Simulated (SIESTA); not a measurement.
The system is SrO.

```xyz
2
Lattice="0.0000 2.5663 2.5663 2.5663 0.0000 2.5663 2.5663 2.5663 0.0000" Properties=species:S:1:pos:R:3 pbc="T T T"
Sr    2.5663    2.5663    2.5663
O     0.0000    0.0000    0.0000
```

Base run:

```yaml
Program: SIESTA 5.4.2
Functional: BLYP
Potentials_or_basis: PseudoDojo 0.4 standard (PBE files)
Basis: DZP (energy shift 0.003 Ry; two zetas on semicore shells; d shell added on Sr)
Grid_cutoff: 800 Ry
Energy_shift: 0.003 Ry
k_mesh: 9 × 9 × 9
Occupations: fermi-dirac, width 0.05 eV
Spin: no spin polarisation
```

Its results: band gap on the k mesh 3.45 eV, indirect (least direct gap 3.54 eV); pressure 7.6 GPa.

Question: After a change of settings the same cell gave: band gap on the k mesh 3.41 eV, indirect (least direct gap 3.51 eV); pressure 6.3 GPa. Which change was it?
A. functional from BLYP to RPBE
B. functional from BLYP to LDA; potentials or basis from PseudoDojo 0.4 standard (PBE files) to PseudoDojo 0.4 standard (LDA files)
C. functional from BLYP to WC; potentials or basis from PseudoDojo 0.4 standard (PBE files) to PseudoDojo 0.4 standard (PBEsol files)
D. functional from BLYP to revPBE

Answer: D.

Caveats: the potentials were made for another functional, which shifts forces and pressure; the basis of atomic orbitals isn't converged, which shifts pressures, moduli and gaps.

Runs at the PBE level aren't shown here.
